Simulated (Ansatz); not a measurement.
An Ansatz input:

```yaml
crystal:
  lattice:
    - [2.5517868831, 0.0, 0.0]
    - [-1.2758934415, 2.2099122658, 0.0]
    - [0.0, 0.0, 8.3341359602]
  atoms:
    - { symbol: Mn, position: [0.0, 0.0, 0.0], spin: 3.0 }
    - { symbol: Mn, position: [0.0, 0.0, 0.5], spin: 3.0 }
    - { symbol: Mn, position: [0.3333333333, 0.6666666667, 0.25], spin: 3.0 }
    - { symbol: Mn, position: [0.6666666667, 0.3333333333, 0.75], spin: 3.0 }
hamiltonian:
  xc: pbe
  pseudopotentials:
    kind: paw
    azcp:
      Mn: "pseudopotentials/Mn.paw.azcp"
basis:
  ecutwfc: 420
  fft_grid_basis: typed
kpoints:
  mp_grid: { grid: [14, 14, 4], shift: [0, 0, 0] }
magnetization:
  spin_polarized: true
scf:
  occupations: { method: fermi_dirac, width: 0.05 }
relax:
  max_steps: 60
  f_tol: 0.01
  cell: {}
```

Output

```
Engine: ansatz 0.2.0, x86_64-unknown-linux-gnu
Pseudopotentials: kind: paw
Pseudopotential: Mn, paw, valence charge 15, recommended cutoff 420 eV (normal) 
Functional definition: PBE
  parameter kappa = 0.804
  parameter beta = 0.06672455060314922
  exchange = pbe_x(kappa = kappa, mu = beta*pi^2/3)
  correlation = pbe_c(beta = beta)
Crystal: 4 atoms, lattice volume = 46.998 Å³
Basis set: ecut = 420 eV, 945 PW (Γ), exchange–correlation on 36×36×120 points (8 copies of the dense FFT grid, shifted against one another)
Bands: 44, of which v1, the nominal top of the filled ones, is band 30 counted from 1 (29 counted from 0)
Symmetry: 24 space group operations
Space group: P63/mmc (ITA 194), of the structure as read, at distance tolerance 3.6e-5 Å
Magnetic group: BNS 194.263 (UNI 1493), of the structure as read, at distance tolerance 3.6e-5 Å
k-points: 72 of 784
Non-local potential: Mn, projectors of the file, l = 0: 3, l = 1: 2, l = 2: 3, l = 3: 1
PAW form: soft (Blöchl's): semilocal exchange-correlation on the pseudo side does not see the compensation charge
PAW one-centre angular grid: Mn, 590 points (default); XC on 64 Gauss nodes
Initial density: superposition of atomic densities (chi_scale 0.1, normalization cell)
Starting moments: Σ|m| = 12 μB on 4 of 4 sites
Initial wavefunctions: pseudopotential atomic-orbital guess
Functional: x = pbe(κ = 0.804, μ = 0.2195149727645171), c = pbe(β = 0.06672455060314922)
SCF iter   1: F=—  HF=-15593.076722 eV  |F-HF|=—  |Δ(HF+E_count)|=         —  Δρ=1.19e-1 (↑1.19e-1 ↓3.90e-2)  dr2=5.76e0  dr2_m=1.64e0  M=8.987 μB ∫|m|=9.034 μB  β_m=0.30  ethr=3.10e-3  ⟨swp⟩=5.2  Hψ=20107  notcnv=0  defer=22
Mixer restart at iter 1: flushing history
SCF iter   2: F=—  HF=-15591.151537 eV  |F-HF|=—  |Δ(HF+E_count)|=    1.93e0  Δρ=5.50e-2 (↑5.50e-2 ↓2.78e-2)  dr2=8.47e-1  dr2_m=5.95e-1  M=9.087 μB ∫|m|=9.142 μB  β_m=0.41  ethr=3.10e-3  ⟨swp⟩=2.9  Hψ=11516  notcnv=0  defer=442
SCF iter   3: F=—  HF=-15592.476254 eV  |F-HF|=—  |Δ(HF+E_count)|=    1.32e0  Δρ=2.77e-2 (↑2.40e-2 ↓2.77e-2)  dr2=1.88e-2  dr2_m=2.76e-1  M=8.629 μB ∫|m|=8.709 μB  β_m=0.71  ethr=1.41e-3  ⟨swp⟩=2.2  Hψ=8671  notcnv=0  defer=443
SCF iter   4: F=—  HF=-15598.629099 eV  |F-HF|=—  |Δ(HF+E_count)|=         —  Δρ=2.39e-1 (↑2.39e-1 ↓2.00e-1)  dr2=5.75e-1  dr2_m=2.07e1  M=0.923 μB ∫|m|=1.409 μB  β_m=1.00  ethr=3.13e-5  ⟨swp⟩=3.0  Hψ=13598  notcnv=0  defer=457
Mixer restart at iter 4: flushing history
SCF iter   5: F=—  HF=-15597.097546 eV  |F-HF|=—  |Δ(HF+E_count)|=    1.53e0  Δρ=1.38e-1 (↑1.07e-1 ↓1.38e-1)  dr2=5.44e0  dr2_m=4.70e0  M=0.462 μB ∫|m|=4.953 μB  β_m=0.71  ethr=8.33e-5  ⟨swp⟩=4.1  Hψ=17020  notcnv=0  defer=464
...
an SCF from ferrimagnetic starting moments (3.00, 3.00, 3.00, -3.00 Bohr magnetons, atom by atom) was not made, so that it is not known whether that order lies lower: the deck asks for what bars it, or types moments that do (magnetization.spin_polarized, in the input reference, names some of the keys), or the run goes by scf.lower_state_search: light, the default, which as a rule tries one only behind a close that has lost an order of both signs, or on which an open d or half-filled 4f shell of a PAW file has lost a moment that was set nearer to Hund's than to what is left; or, under a Hubbard U, one that names an f shell that the input leaves bare beside given moments, or a larger moment for a shell of low spin that is given one. standard, with a start from the atoms, tries one behind each close (in a relaxation, ahead of its steps or at their end). To set out from that order, type those moments (crystal.atoms[].spin; where shells were raised to Hund's moment, beside crystal.symmetry.detect: false) under scf.lower_state_search: light. The bands of the close that named these starting moments, or of the one ahead of a search that led to it (under cold or Methfessel-Paxton smearing those of the Gaussian ahead of it) read a cost of +40.68 meV for the turn to them, carried on from a small turn (+40.68 by the pairs of d shells alone)
SCF converged after 13 iterations
Magnetization: 0.1016 μB (30.0508 up, 29.9492 down)
Absolute magnetization: 1.7449 μB (∫|ρ↑−ρ↓|, with the PAW one-centre terms)
Spin contamination: 0.2840 ħ² per cell (⟨S²⟩ above its minimum at these occupations)
Per-site moments (μB) at R_I (Å): [(0.44244420344489677, 1.018025876471688), (0.4424442034448967, 1.018025876471688), (-0.39294253273380253, 1.018025876471688), (-0.39294253273380286, 1.018025876471688)]
Free energy (F): -15595.168343 eV
Harris-Foulkes:  -15595.168343 eV  (|F-HF|=9.09e-12)
Internal energy: -15595.130397 eV  (E = F + TS)
E sigma→0 (E₀):  -15595.149370 eV
Entropy (-TS):   -0.037946 eV (-9.487 meV/atom)
Fermi energy:    20.277346 eV
--- Per-component energies (eV) ---
  E_band       = -628.215887
  E_kinetic    = 1234.338499
  E_local      = -6247.355271  (includes V_loc(G=0)·N_el)
  E_nonlocal   = 945.712045
  E_hartree    = 2602.024269
  E_xc         = -463.458618
  E_vxc        = -593.980518  (∫ρ·V_xc dr)
  E_paw        = -5185.013869  (= ΣΔE_a)
  E_vpaw       = -1170.979072  (= ΣTr[D̂ρ^β])
  E_aug_tail   = -0.000035  (compensation charges beyond the density's cutoff)
  E_ewald      = -8481.377418
  E_smearing   = -0.037946  (= −TS)
  E_closure    = 0.000000  (closes the sum)
  Σ components = -15595.168343   (vs F -15595.168343, Δ=0.00e0)
--- Forces (eV/Å), atoms counted from 1 ---
  atom   1  Mn    -0.00000000    -0.00000000    -0.00000000
  atom   2  Mn    -0.00000000    -0.00000000     0.00000000
  atom   3  Mn     0.00000000    -0.00000000     0.00000000
  atom   4  Mn     0.00000000     0.00000000     0.00000000
  max |Σ_I F_I| component: 4.63e-18 eV/Å
--- Stress (GPa, compression-positive) ---
        0.020101       0.000000       0.000000
        0.000000       0.020101       0.000000
        0.000000       0.000000       0.017880
  P = ⅓ Tr σ = 0.0194 GPa (0.194 kbar)
--- Relaxed structure (6 steps of the walk, 6 accepted, 1 SCFs on fresh bases) ---
  F+E_penalty+E_count = -15595.16834333 eV   max|allowed force component| = 1.055e-17 eV/Å   (the final SCF, on the basis selected at the relaxed cell)
  cell:  # Å, volume = 42.9757 Å³
    - [2.4857737871193137, -2.8120762683001128e-11, -4.721032239300593e-33]
    - [-1.2428868935353037, 2.1527432477208372, 2.1246391666431416e-33]
    - [-1.6901476994893424e-32, -8.895514207838644e-34, 8.03098489559041]
  atoms:
    - { symbol: Mn, position: [-1.9451219629284568e-33, 3.6652766083681155e-35, 6.908608271336028e-35] }
    - { symbol: Mn, position: [-3.0416016607464376e-33, 1.3957554856299336e-35, 0.5] }
    - { symbol: Mn, position: [0.3333333333333333, 0.6666666666666667, 0.25] }
    - { symbol: Mn, position: [0.6666666666666669, 0.3333333333333333, 0.75] }
```

Launched by

```sh
ansatz run input.yaml --threads 1 --pin off --max-ram 3584MiB --backend cpu --events-out ev --progress --plain --runs-dir out
```

On 1 thread of Intel(R) Xeon(R) Platinum 8259CL CPU @ 2.50GHz (Skylake/Cascade Lake) (shared host) this took about 310 s of wall time and 270 s of CPU time.
